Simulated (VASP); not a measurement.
# MgI2 (P-3m1) in VASP: further runs, part 2 of 3

VASP 6.6.1. The steps go on from the part before.

## 3. Phonons, PBEsol

POSCAR

```
MgI2
1.0
    4.1400000000      0.0000000000      0.0000000000
   -2.0700000000      3.5853451717      0.0000000000
    0.0000000000      0.0000000000      6.8800000000
I Mg
2 1
Direct
    0.6666666667      0.3333333333      0.7500000000
    0.3333333333      0.6666666667      0.2500000000
    0.0000000000      0.0000000000      0.0000000000
```

INCAR.step1

```
SYSTEM = MgI2
PREC = Accurate
ENCUT = 600
EDIFF = 1E-8
ISMEAR = 0
SIGMA = 0.02
LREAL = .FALSE.
LASPH = .TRUE.
NELM = 60
ALGO = Normal
ISIF = 3
LWAVE = .FALSE.
LCHARG = .FALSE.
GGA = PS
IBRION = 2
NSW = 40
EDIFFG = -0.002
KPAR = 4
```

INCAR.step2

```
SYSTEM = MgI2
PREC = Accurate
ENCUT = 600
EDIFF = 1E-8
ISMEAR = 0
SIGMA = 0.02
LREAL = .FALSE.
LASPH = .TRUE.
NELM = 60
ALGO = Normal
ISIF = 2
LWAVE = .FALSE.
LCHARG = .FALSE.
GGA = PS
IBRION = 8
NSW = 1
LEPSILON = .TRUE.
KPAR = 4
```

KPOINTS

```
regular mesh
0
G
  8 8 4
  0 0 0
```

Potentials or basis: VASP PAW PBE potentials, release 64 (I, Mg).

Run with:

```
cat potpaw_PBE.64/I/POTCAR potpaw_PBE.64/Mg/POTCAR > POTCAR
cp INCAR.step1 INCAR
mpirun -np 4 vasp_std > vasp.out
cp CONTCAR POSCAR
cp INCAR.step2 INCAR
mpirun -np 4 vasp_std > vasp.out
```

OUTCAR:

```text
SYSTEM = MgI2
   PREC = Accurate
   ENCUT = 600
   EDIFF = 1E-8
   ISMEAR = 0
   LREAL = .FALSE.
   LASPH = .TRUE.
   NELM = 60
   ISIF = 2
   GGA = PS
   IBRION = 8
   NSW = 1
   LEPSILON = .TRUE.

 ion  position               nearest neighbor table
   1  0.667  0.333  0.762-   3 2.91   3 2.91   3 2.91
   2  0.333  0.667  0.238-   3 2.91   3 2.91   3 2.91
   3  0.000  0.000  0.000-   1 2.91   2 2.91   1 2.91   2 2.91   1 2.91   2 2.91

  LATTYP: Found a hexagonal cell.
 ALAT       =     4.1286187260
 C/A-ratio  =     1.7006448508

  Lattice vectors:

 A1 = (   4.1286187260,  -0.0000000000,   0.0000000000)
 A2 = (  -2.0643093630,   3.5754886993,  -0.0000000000)
 A3 = (   0.0000000000,  -0.0000000000,   7.0213141773)

Analysis of symmetry for initial positions (statically):
=====================================================================
 Subroutine PRICEL returns:
 Original cell was already a primitive cell.

 Routine SETGRP: Setting up the symmetry group for a
 hexagonal supercell.

 Subroutine GETGRP returns: Found 12 space group operations
 (whereof 12 operations were pure point group operations)
 out of a pool of 24 trial point group operations.

The static configuration has the point symmetry D_3d.

Analysis of symmetry for dynamics (positions and initial velocities):
=====================================================================
 Subroutine PRICEL returns:
 Original cell was already a primitive cell.

 Routine SETGRP: Setting up the symmetry group for a
 hexagonal supercell.

[... 637 lines left out ...]
    2     0.00000    -1.23759     0.00000
    3    -0.00000     0.00000    -0.74771
 ion    2
    1    -1.23759     0.00000    -0.00000
    2     0.00000    -1.23759     0.00000
    3    -0.00000     0.00000    -0.74771
 ion    3
    1     2.47519    -0.00000     0.00000
    2    -0.00000     2.47519    -0.00000
    3     0.00000    -0.00000     1.49541

 INTERNAL STRAIN TENSOR FOR ION    3 for displacements in x,y,z  (eV/Angst):
          X           Y           Z          XY          YZ          ZX
  --------------------------------------------------------------------------------
  x     0.00000     0.00000     0.00000     0.00000     0.00000     0.00000
  y     0.00000     0.00000     0.00000     0.00000     0.00000     0.00000
  z     0.00000     0.00000     0.00000     0.00000     0.00000     0.00000

 SECOND DERIVATIVES (NOT SYMMETRIZED)
 ------------------------------------
               1X          1Y          1Z          2X          2Y          2Z          3X          3Y          3Z
  1X    -1.600067    0.000000   -0.000000    0.314067   -0.000000    0.000000    1.285999   -0.000000    0.000000
  1Y     0.000000   -1.600067    0.000000   -0.000000    0.314067   -0.000000   -0.000000    1.285999   -0.000000
  1Z    -0.000000    0.000000   -4.030171    0.000000   -0.000000    1.115079    0.000000   -0.000000    2.915092
  2X     0.314067   -0.000000    0.000000   -1.600067    0.000000   -0.000000    1.285999   -0.000000    0.000000
  2Y    -0.000000    0.314067   -0.000000    0.000000   -1.600067    0.000000   -0.000000    1.285999   -0.000000
  2Z     0.000000   -0.000000    1.115079   -0.000000    0.000000   -4.030171    0.000000   -0.000000    2.915092
  3X     1.284863   -0.000000    0.000000    1.284863   -0.000000    0.000000   -2.569726    0.000000   -0.000000
  3Y    -0.000000    1.284863   -0.000000   -0.000000    1.284863   -0.000000    0.000000   -2.569726    0.000000
  3Z     0.000000   -0.000000    2.913423    0.000000   -0.000000    2.913423   -0.000000    0.000000   -5.826846

 Eigenvectors and eigenvalues of the dynamical matrix
 ----------------------------------------------------

   1 f  =    8.012878 THz    50.346400 2PiTHz  267.280856 cm-1    33.138588 meV
             X         Y         Z           dx          dy          dz
      2.064309  1.191830  5.352879    -0.000000    0.000000   -0.209091
     -0.000000  2.383659  1.668435    -0.000000    0.000000   -0.209091
      0.000000  0.000000  0.000000     0.000000   -0.000000    0.955281
[... 43 lines left out ...]
   9 f/i=    0.000664 THz     0.004174 2PiTHz    0.022160 cm-1     0.002747 meV
             X         Y         Z           dx          dy          dz
      2.064309  1.191830  5.352879    -0.673213    0.055248   -0.000000
     -0.000000  2.383659  1.668435    -0.673213    0.055248   -0.000000
      0.000000  0.000000  0.000000    -0.294751    0.024189   -0.000000

--------------------------------------------------------------------------------------------------------

 MACROSCOPIC STATIC DIELECTRIC TENSOR IONIC CONTRIBUTION
 ------------------------------------------------------
           4.161098    -0.000000     0.000000
          -0.000000     4.161098     0.000000
           0.000000     0.000000     0.669905
 ------------------------------------------------------

 ELASTIC MODULI CONTR FROM IONIC RELAXATION (kBar)
 Direction    XX          YY          ZZ          XY          YZ          ZX
 --------------------------------------------------------------------------------
 XX         -82.6438    -78.6015   -172.6745      0.0000     13.0050     -0.0000
 YY         -78.6015    -82.6438   -172.6745      0.0000    -13.0050      0.0000
 ZZ        -172.6745   -172.6745   -369.8273      0.0000      0.0000     -0.0000
 XY           0.0000      0.0000      0.0000     -2.0212     -0.0000     18.0408
 YZ          13.0050    -13.0050      0.0000     -0.0000    -83.6794     -0.0000
 ZX          -0.0000      0.0000     -0.0000     18.0408     -0.0000   -161.0308
 --------------------------------------------------------------------------------

 PIEZOELECTRIC TENSOR IONIC CONTR  for field in x, y, z        (C/m^2)
          XX          YY          ZZ          XY          YZ          ZX
  --------------------------------------------------------------------------------
  x     0.00000     0.00000     0.00000    -0.00000     0.00000     0.00000
  y    -0.00000    -0.00000    -0.00000     0.00000    -0.00000    -0.00000
  z    -0.00000     0.00000     0.00000    -0.00000    -0.00000     0.00000
```

OUTCAR.step1:

```text
SYSTEM = MgI2
   PREC = Accurate
   ENCUT = 600
   EDIFF = 1E-8
   ISMEAR = 0
   LREAL = .FALSE.
   LASPH = .TRUE.
   NELM = 60
[... 772 lines left out ...]
  -------------------------------------------------------------------------------------
  Total       -0.0009530     -0.0009530      0.0034426     -0.0000000      0.0000000      0.0000000
  in kB       -0.0147321     -0.0147321      0.0532157     -0.0000000      0.0000000      0.0000000
  external PRESSURE =       0.0079172 kB  Pullay stress =       0.0000000 kB
[... 18 lines left out ...]
  FREE ENERGIE OF THE ION-ELECTRON SYSTEM (eV)
  ---------------------------------------------------
  free  energy   TOTEN  =        -8.4235343318 eV

  energy  without entropy=       -8.4235343318  energy(sigma->0) =       -8.42353433

 reached required accuracy - stopping structural energy minimisation
```

OSZICAR.step1:

```text
N       E                     dE             d eps       ncg     rms          rms(c)
DAV:   1     0.849599002359E+02    0.84960E+02   -0.63734E+03   840   0.118E+03
DAV:   2    -0.178869552963E+01   -0.86749E+02   -0.80302E+02  1200   0.158E+02
DAV:   3    -0.844524676186E+01   -0.66566E+01   -0.66274E+01  1048   0.521E+01
[... 166 lines left out ...]
DAV:   2    -0.842353798942E+01   -0.13423E-05   -0.88196E-05   972   0.660E-02    0.816E-03
DAV:   3    -0.842353527936E+01    0.27101E-05   -0.27316E-06  1036   0.125E-02    0.462E-03
DAV:   4    -0.842353431141E+01    0.96795E-06   -0.21953E-06  1016   0.907E-03    0.133E-03
DAV:   5    -0.842353433330E+01   -0.21886E-07   -0.20414E-07   932   0.276E-03    0.112E-03
DAV:   6    -0.842353433178E+01    0.15168E-08   -0.41678E-09   560   0.541E-04
  15 F= -.84235343E+01 E0= -.84235343E+01  d E =-.166521E-04
```

Run time: 5.8 min. Hardware: 4 MPI ranks of Intel Xeon 6975P-C (Granite Rapids), shared host; peak memory 0.73 GiB.

Results:

```yaml
Relaxed_volume: 34.55 Å³/atom
Relaxed_cell: a = 4.129 Å, b = 4.129 Å, c = 7.021 Å, α = 90.00°, β = 90.00°, γ = 120.00°
Space_group_after_relaxing_to_0.05_Å: P-3m1 (No. 164)
Electronic_dielectric_tensor_diagonal: 4.46, 4.46, 3.81
Born_charges_mean_of_the_diagonal: I -1.07; Mg +2.15 e
Highest_phonon_frequency_at_Γ_LO-TO_splitting_left_out: 267 cm⁻¹
```

Step by step:
```
step  energy change (eV)  largest force (eV/Å)  pressure (GPa)  volume (Å³)
   1              0.0000                0.2998           -0.84       102.12
   2             -0.0123                0.0987            0.15        99.50
   3             -0.0123                0.0921            0.18        99.41
   4             -0.0136                0.0767            0.14        99.79
   5             -0.0156                0.0318            0.03       100.92
   6             -0.0156                0.0242            0.01       101.12
   7             -0.0168                0.0206            0.00       101.48
   8             -0.0190                0.0125            0.01       102.55
   9             -0.0185                0.0030            0.07       104.65
  10             -0.0194                0.0045            0.04       103.49
  11             -0.0194                0.0048            0.03       103.37
  12             -0.0195                0.0128           -0.06       103.88
  13             -0.0195                0.0090           -0.02       103.64
  14             -0.0195                0.0068            0.02       103.66
  15             -0.0195                0.0002            0.00       103.65
```

Final structure:
```
I Mg
1.0
     4.12862    0.00000    0.00000
    -2.06431    3.57549    0.00000
     0.00000    0.00000    7.02131
I Mg
2 1
Direct
  0.66667 0.33333 0.76238
  0.33333 0.66667 0.23762
  0.00000 0.00000 0.00000
```

Phonon frequencies in cm⁻¹ (negative: imaginary):
| q point | frequencies |
| --- | --- |
| (0.000, 0.000, 0.000) | 0 0 0 64 64 105 178 178 267 |

Electronic dielectric tensor:
```
4.46 0.00 0.00
0.00 4.46 0.00
0.00 0.00 3.81
```

Born effective charge tensors (e):
atom 1, I
```
-1.24  0.00  0.00
 0.00 -1.24  0.00
 0.00  0.00 -0.75
```
atom 2, I
```
-1.24  0.00  0.00
 0.00 -1.24  0.00
 0.00  0.00 -0.75
```
atom 3, Mg
```
2.48 0.00 0.00
0.00 2.48 0.00
0.00 0.00 1.50
```

Caveat: the PAW data sets were made with another functional, which shifts forces and pressure a little; this functional lacks dispersion, which binds the layers, so the pressure and a relaxed spacing across them are unreliable. The run has no spin-orbit coupling, so splittings on I are missing.

(Part 2 of 3 ends here.)
